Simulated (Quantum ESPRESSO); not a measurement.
# AlCo (Pm-3m) in Quantum ESPRESSO: notebook, part 3 of 4

Quantum ESPRESSO 7.5. Earlier steps stand in the parts before.

## (4) Phonons, PBE, collinear spin, ferromagnetic start

The input, pw.in:

```
&CONTROL
  calculation = 'scf'
  prefix = 'pwscf'
  outdir = './tmp'
  pseudo_dir = './pseudo'
  tprnfor = .true.
  tstress = .true.
  disk_io = 'low'
/
&SYSTEM
  ibrav = 0
  nat = 2
  ntyp = 2
  ecutwfc = 52
  ecutrho = 312
  nbnd = 19
  occupations = 'smearing'
  smearing = 'mv'
  degauss = 0.01469973
  nspin = 2
  starting_magnetization(1) = 0.1176
  starting_magnetization(2) = 0
/
&ELECTRONS
  conv_thr = 4d-10
  electron_maxstep = 120
  mixing_beta = 0.3
/
ATOMIC_SPECIES
Co    58.9332 Co.GGA_PBE-JTH.UPF
Al    26.9815 Al.GGA_PBE-JTH.UPF
CELL_PARAMETERS angstrom
   2.8194032100    0.0000000000    0.0000000000
   0.0000000000    2.8194032100    0.0000000000
   0.0000000000    0.0000000000    2.8194032100
ATOMIC_POSITIONS crystal
Co     0.5000000000    0.5000000000    0.5000000000
Al     0.0000000000    0.0000000000    0.0000000000
K_POINTS automatic
9 9 9 0 0 0
```

The input, relax.in:

```
&CONTROL
  calculation = 'vc-relax'
  prefix = 'pwscf'
  outdir = './tmp'
  pseudo_dir = './pseudo'
  tprnfor = .true.
  tstress = .true.
  disk_io = 'low'
  nstep = 40
  forc_conv_thr = 0.0001
  etot_conv_thr = 1d-06
/
&SYSTEM
  ibrav = 0
  nat = 2
  ntyp = 2
  ecutwfc = 52
  ecutrho = 312
  nbnd = 19
  occupations = 'smearing'
  smearing = 'mv'
  degauss = 0.01469973
  nspin = 2
  starting_magnetization(1) = 0.1176
  starting_magnetization(2) = 0
/
&ELECTRONS
  conv_thr = 4d-10
  electron_maxstep = 120
  mixing_beta = 0.3
/
&IONS
  ion_dynamics = 'bfgs'
/
&CELL
  cell_dynamics = 'bfgs'
  press = 0
  press_conv_thr = 0.2
/
ATOMIC_SPECIES
Co    58.9332 Co.GGA_PBE-JTH.UPF
Al    26.9815 Al.GGA_PBE-JTH.UPF
CELL_PARAMETERS angstrom
   2.8194032100    0.0000000000    0.0000000000
   0.0000000000    2.8194032100    0.0000000000
   0.0000000000    0.0000000000    2.8194032100
ATOMIC_POSITIONS crystal
Co     0.5000000000    0.5000000000    0.5000000000
Al     0.0000000000    0.0000000000    0.0000000000
K_POINTS automatic
9 9 9 0 0 0
```

The input, scf2.in:

```
&CONTROL
  calculation = 'scf'
  prefix = 'pwscf'
  outdir = './tmp'
  pseudo_dir = './pseudo'
  tprnfor = .true.
  tstress = .true.
  disk_io = 'low'
/
&SYSTEM
  ibrav = 0
  nat = 2
  ntyp = 2
  ecutwfc = 52
  ecutrho = 312
  nbnd = 19
  occupations = 'smearing'
  smearing = 'mv'
  degauss = 0.01469973
  nspin = 2
  starting_magnetization(1) = 0.1176
  starting_magnetization(2) = 0
/
&ELECTRONS
  conv_thr = 1d-13
  electron_maxstep = 120
  mixing_beta = 0.3
  startingpot = 'file'
  startingwfc = 'file'
/
ATOMIC_SPECIES
Co    58.9332 Co.GGA_PBE-JTH.UPF
Al    26.9815 Al.GGA_PBE-JTH.UPF
CELL_PARAMETERS angstrom
   2.8538725867    0.0000000000    0.0000000000
   0.0000000000    2.8538725867    0.0000000000
   0.0000000000    0.0000000000    2.8538725867
ATOMIC_POSITIONS crystal
Co     0.5000000000    0.5000000000    0.5000000000
Al     0.0000000000    0.0000000000    0.0000000000
K_POINTS automatic
9 9 9 0 0 0
```

The input, ph.in:

```
phonons of AlCo
&INPUTPH
  prefix = 'pwscf'
  outdir = './tmp'
  tr2_ph = 1d-18
  fildyn = 'dyn'
  niter_ph = 90
  alpha_mix(1) = 0.4
/
0.0000000000 0.0000000000 0.0000000000
```

The input, dynmat.in:

```
&INPUT
  fildyn = 'dyn'
  asr = 'crystal'
  filout = 'dynmat.disp'
  fileig = 'dynmat.eig'
/
```

Potentials or basis: JTH 2.0 PBE.

Launch:

```
OMP_NUM_THREADS=1 pw.x -in pw.in > pw.out
OMP_NUM_THREADS=1 pw.x -in relax.in > relax.out
OMP_NUM_THREADS=1 pw.x -in scf2.in > scf2.out
OMP_NUM_THREADS=1 ph.x -in ph.in > ph.out
OMP_NUM_THREADS=1 dynmat.x -in dynmat.in > dynmat.out
```

pw.out:

```text
This program is part of the open-source Quantum ESPRESSO suite
     for quantum simulation of materials; please cite
         "P. Giannozzi et al., J. Phys.:Condens. Matter 21 395502 (2009);
         "P. Giannozzi et al., J. Phys.:Condens. Matter 29 465901 (2017);
         "P. Giannozzi et al., J. Chem. Phys. 152 154105 (2020);
     in publications or presentations arising from this work. More details at

     file Co.GGA_PBE-JTH.UPF: wavefunction(s)  3P 0P 3D 0D renormalized
     file Al.GGA_PBE-JTH.UPF: wavefunction(s)  3S 0S 3P 0P renormalized
     Message from routine setup:
     using ibrav=0 with symmetry is DISCOURAGED, use correct ibrav instead

     G-vector sticks info
     --------------------
     sticks:   dense  smooth     PW     G-vecs:    dense   smooth      PW
     Sum         697     481    145                13997     7689    1357

     Using Slab Decomposition

     bravais-lattice index     =            0
     lattice parameter (alat)  =       5.3279  a.u.
     unit-cell volume          =     151.2405 (a.u.)^3
     number of atoms/cell      =            2
     number of atomic types    =            2
     number of electrons       =        20.00
     number of Kohn-Sham states=           19
     kinetic-energy cutoff     =      52.0000  Ry
     charge density cutoff     =     312.0000  Ry
     scf convergence threshold =      4.0E-10
     mixing beta               =       0.3000
     number of iterations used =            8  plain     mixing
     Exchange-correlation= SLA PW PBX PBC
                           (   1   4   3   4   0   0   0)

     celldm(1)=   5.327900  celldm(2)=   0.000000  celldm(3)=   0.000000
     celldm(4)=   0.000000  celldm(5)=   0.000000  celldm(6)=   0.000000

     crystal axes: (cart. coord. in units of alat)
               a(1) = (   1.000000   0.000000   0.000000 )
               a(2) = (   0.000000   1.000000   0.000000 )
               a(3) = (   0.000000   0.000000   1.000000 )

     reciprocal axes: (cart. coord. in units 2 pi/alat)
               b(1) = (  1.000000  0.000000  0.000000 )
               b(2) = (  0.000000  1.000000  0.000000 )
               b(3) = (  0.000000  0.000000  1.000000 )

     PseudoPot. # 1 for Co read from file:
     Co.GGA_PBE-JTH.UPF
     Pseudo is Projector augmented-wave + core cor, Zval = 17.0
     Generated using ATOMPAW code
     Shape of augmentation charge: SINC**2
     Using radial grid of 1041 points,  6 beta functions with:
                l(1) =   0
                l(2) =   0
                l(3) =   1
                l(4) =   1
[... 39 lines left out ...]
        k(    5) = (   0.0000000   0.0000000   0.4444444), wk =   0.0082305
        k(    6) = (   0.0000000   0.1111111   0.1111111), wk =   0.0164609
[... 27 lines left out ...]
        k(   34) = (   0.3333333   0.4444444   0.4444444), wk =   0.0329218
        k(   35) = (   0.4444444   0.4444444   0.4444444), wk =   0.0109739

     Dense  grid:    13997 G-vectors     FFT dimensions: (  30,  30,  30)

     Smooth grid:     7689 G-vectors     FFT dimensions: (  25,  25,  25)

     Generating pointlists ...
     new r_m :   0.3572 (alat units)  1.9033 (a.u.) for type    1
     new r_m :   0.3572 (alat units)  1.9033 (a.u.) for type    2

     Initial potential from superposition of free atoms

     starting charge      19.9972, renormalised to      20.0000

     negative rho (up, down):  4.301E-05 1.050E-04
     Starting wfcs are   26 randomized atomic wfcs

     Self-consistent Calculation

     iteration #  1     ecut=    52.00 Ry     beta= 0.30
     Davidson diagonalization with overlap
     ethr =  1.00E-02,  avg # of iterations =  5.2

     negative rho (up, down):  6.441E-05 1.184E-04
[... 187 lines left out ...]
     iteration # 17     ecut=    52.00 Ry     beta= 0.30
     Davidson diagonalization with overlap
     ethr =  5.54E-12,  avg # of iterations =  2.5

     negative rho (up, down):  1.504E-04 1.504E-04

     Magnetic moment per site  (integrated on atomic sphere of radius R)
     atom   1 (R=0.357)  charge= 15.6677  magn=  0.0001
     atom   2 (R=0.357)  charge=  1.2442  magn= -0.0000

     End of self-consistent calculation

 ------ SPIN UP ------------

          k = 0.0000 0.0000 0.0000 (   949 PWs)   bands (ev):

   -79.2259 -42.5169 -42.5169 -42.5169   4.2485  12.4651  12.4651  14.7074
    14.7074  14.7074  21.6870  21.6870  21.6870  24.4435  24.4435  31.3156
    37.5171  37.5171  37.5171
[... 201 lines left out ...]
   -79.2157 -42.5546 -42.5545 -42.5545  11.2952  11.5561  11.5561  15.1758
    15.1758  16.8100  18.0273  18.0273  19.9770  21.4234  21.4234  22.2414
    25.8107  43.1686  43.1686

 ------ SPIN DOWN ----------

          k = 0.0000 0.0000 0.0000 (   949 PWs)   bands (ev):

   -79.2256 -42.5167 -42.5167 -42.5167   4.2485  12.4653  12.4653  14.7075
    14.7075  14.7075  21.6870  21.6870  21.6870  24.4436  24.4436  31.3156
    37.5171  37.5171  37.5171
[... 201 lines left out ...]
   -79.2155 -42.5543 -42.5543 -42.5543  11.2953  11.5562  11.5562  15.1760
    15.1760  16.8100  18.0273  18.0273  19.9770  21.4234  21.4234  22.2415
    25.8107  43.1686  43.1686

     the Fermi energy is    15.5812 ev

!    total energy              =    -416.31878682 Ry
     total all-electron energy =      -416.318787 Ry
     estimated scf accuracy    <          2.1E-10 Ry
     smearing contrib. (-TS)   =      -0.00006734 Ry
     internal energy E=F+TS    =    -416.31871947 Ry

     The total energy is F=E-TS. E is the sum of the following terms:
     one-electron contribution =    -197.85992929 Ry
     hartree contribution      =      96.44948313 Ry
     xc contribution           =     -30.32821771 Ry
     ewald contribution        =    -174.04833704 Ry
     one-center paw contrib.   =    -110.53171857 Ry

     total magnetization       =     0.00 Bohr mag/cell
     absolute magnetization    =     0.00 Bohr mag/cell

     convergence has been achieved in  17 iterations

     negative rho (up, down):  1.504E-04 1.504E-04

     Forces acting on atoms (cartesian axes, Ry/au):

     atom    1 type  1   force =     0.00000000    0.00000000    0.00000000
     atom    2 type  2   force =     0.00000000    0.00000000    0.00000000

     Total force =     0.000000     Total SCF correction =     0.000000

     Computing stress (Cartesian axis) and pressure

     negative rho (up, down):  1.504E-04 1.504E-04
          total   stress  (Ry/bohr**3)                   (kbar)     P=       71.25
   0.00048434   0.00000000   0.00000000           71.25        0.00        0.00
   0.00000000   0.00048434   0.00000000            0.00       71.25        0.00
   0.00000000   0.00000000   0.00048434            0.00        0.00       71.25

=------------------------------------------------------------------------------=
   JOB DONE.
=------------------------------------------------------------------------------=
```

relax.out:

```text
This program is part of the open-source Quantum ESPRESSO suite
     for quantum simulation of materials; please cite
         "P. Giannozzi et al., J. Phys.:Condens. Matter 21 395502 (2009);
         "P. Giannozzi et al., J. Phys.:Condens. Matter 29 465901 (2017);
         "P. Giannozzi et al., J. Chem. Phys. 152 154105 (2020);
[... 843 lines left out ...]
   0.00000000  -0.00000263   0.00000000            0.00       -0.39        0.00
   0.00000000   0.00000000  -0.00000263            0.00        0.00       -0.39

=------------------------------------------------------------------------------=
   JOB DONE.
=------------------------------------------------------------------------------=
```

scf2.out:

```text
This program is part of the open-source Quantum ESPRESSO suite
     for quantum simulation of materials; please cite
         "P. Giannozzi et al., J. Phys.:Condens. Matter 21 395502 (2009);
         "P. Giannozzi et al., J. Phys.:Condens. Matter 29 465901 (2017);
         "P. Giannozzi et al., J. Chem. Phys. 152 154105 (2020);
[... 638 lines left out ...]
   0.00000000  -0.00000265   0.00000000            0.00       -0.39        0.00
   0.00000000   0.00000000  -0.00000265            0.00        0.00       -0.39

=------------------------------------------------------------------------------=
   JOB DONE.
=------------------------------------------------------------------------------=
```

Wall time 8.3 min (1 thread of Intel Xeon Platinum 8488C (Sapphire Rapids), shared host); peak memory 0.19 GiB.

What came out:

- Free energy: -5664.3229 eV
- Relaxed volume: 11.62 Å³/atom
- Relaxed cell: a = 2.854 Å, b = 2.854 Å, c = 2.854 Å, α = 90.00°, β = 90.00°, γ = 90.00°
- Space group after relaxing (to 0.05 Å): Pm-3m (No. 221)
- Pressure after relaxing: 0.0 GPa
- Band gap on the k mesh: none (metal or under the smearing width)
- Net moment: 0.00 μB per cell
- Absolute moment: 0.00 μB per cell
- Valence electrons inside the program's atomic spheres: Co 15.67; Al 1.24
- Highest phonon frequency at Γ: 327 cm⁻¹
- Most unstable mode: 24i cm⁻¹

The path:
```
step  energy change (eV)  largest force (eV/Å)  pressure (GPa)  volume (Å³)
   1              0.0000                0.0000            7.12        22.41
   2             -0.0180                0.0000            0.03        23.24
   3             -0.0180                0.0000            0.02        23.24
   4             -0.0180                0.0000           -0.01        23.24
   5             -0.0180                0.0000           -0.01        23.24
```

Final structure:
```
Co Al
1.0
     2.85387    0.00000    0.00000
     0.00000    2.85387    0.00000
     0.00000    0.00000    2.85387
Co Al
1 1
Direct
  0.50000 0.50000 0.50000
  0.00000 0.00000 0.00000
```

Phonon frequencies in cm⁻¹ (negative: imaginary):
| q point | frequencies |
| --- | --- |
| (0.000, 0.000, 0.000) | -24 -24 -24 327 327 327 |

Optical modes at Γ, degenerate ones joined:
| cm⁻¹ | components | symmetry | active in |
| --- | --- | --- | --- |
| 327 | 3 | T1u | IR |

Caveat: the mesh is thin for the phonons of a metal; the starting moments collapsed, and a magnetic state may lie lower.

(Continued in part 4 of 4.)
